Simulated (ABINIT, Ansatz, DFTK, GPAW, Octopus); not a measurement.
Bi: 6 runs at one level of theory

```
CELL_PARAMETERS angstrom
3.23838 0.00000 0.00000
0.00000 3.22164 0.00000
-0.08045 0.00000 6.44389
ATOMIC_POSITIONS crystal
Bi 0.55534 0.00070 0.75028
Bi 0.45838 0.01271 0.24141
```

This isn't the form of Bi at room conditions, which is rhombohedral.

Atoms were shifted at random by some hundredths of an Å from the given cell, which wasn't relaxed again for these runs.

Alike in all runs: task single point; functional PBEsol; k mesh 8 × 8 × 4; occupations fermi-dirac, width 0.05 eV; no spin polarisation; no spin-orbit coupling. Pressure is positive in compression and, in plane waves, holds the error of the finite cutoff, which Ansatz's Pulay term estimates and takes out.

```tsv
program and potentials	plane-wave cutoff (eV)	notes	band gap (eV)	pressure (GPa)	largest force (eV/Å)	energy over the undisturbed cell (meV/atom)
Ansatz, Ansatz PAW	420	potentials made for PBE, which Ansatz adapts in part	?	?	?	?
DFTK, PseudoDojo SR PBEsol 0.4.1 standard (PBEsol)	1007	-	no gap	-0.36	0.052	-
GPAW, PAW data sets generated for this functional	600	-	no gap	-0.52	0.046	0.19
Octopus, pseudodojo_pbesol (PseudoDojo 0.4, PBEsol)	-	-	no gap	-	0.053	0.31
Ansatz, all-electron LAPW, scalar-relativistic	-	-	no gap	-0.40	0.047	-
ABINIT, PseudoDojo NC SR PBEsol v0.4.1 standard	898	-	no gap	-0.40	0.053	-
```

**Question.** Estimate from the other rows what the run with Ansatz, Ansatz PAW gave.

**Answer.** No band gap; pressure -0.42 GPa; largest force 0.047 eV/Å; energy over the undisturbed cell 0.17 meV/atom. Its pressure holds a Pulay term of +0.03 GPa. The other rows, which needn't bracket it: pressure -0.52 to -0.36; largest force 0.046 to 0.053; energy over the undisturbed cell 0.19 to 0.31.
